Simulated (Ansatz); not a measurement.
Y: computed properties

Level of theory: Ansatz 0.2.0, DFT PBE, scalar-relativistic, plane waves, PAW.

Plane waves to 420 eV, a k mesh through Γ of 15×15×15 on the computed 3-atom cell and Gaussian smearing (0.10 eV); no spin polarisation.

The structure is relaxed at this level of theory with its symmetry kept. This form isn't the element's structure at ambient conditions.

```cif
data_structure
_symmetry_space_group_name_H-M 'P 1'
_symmetry_Int_Tables_number 1
_cell_length_a 8.8718
_cell_length_b 8.8718
_cell_length_c 8.8718
_cell_angle_alpha 23.515
_cell_angle_beta 23.515
_cell_angle_gamma 23.515
_cell_volume 97.62
loop_
_atom_site_label
_atom_site_type_symbol
_atom_site_fract_x
_atom_site_fract_y
_atom_site_fract_z
_atom_site_occupancy
Y1 Y 0.00000 0.00000 0.00000 1
Y2 Y 0.22181 0.22181 0.22181 1
Y3 Y 0.77819 0.77819 0.77819 1
```

* Space group: R-3m (No. 166)
* Volume per atom: 32.54 Å³
* Formation energy from the elements' standard states (uncorrected): +0.004 eV/atom
* Kohn–Sham band gap: none (metal)
* Density of states at the Fermi level: 4.47 states/eV per cell
* Löwdin character within 0.5 eV of the Fermi level: Y 4d 88 %, unprojected 6 %
* Bulk modulus: 40 GPa
* Its pressure derivative: 3.2

A ferromagnetic start lost its moments in a first run, so spin was left out; other magnetic orders weren't tried.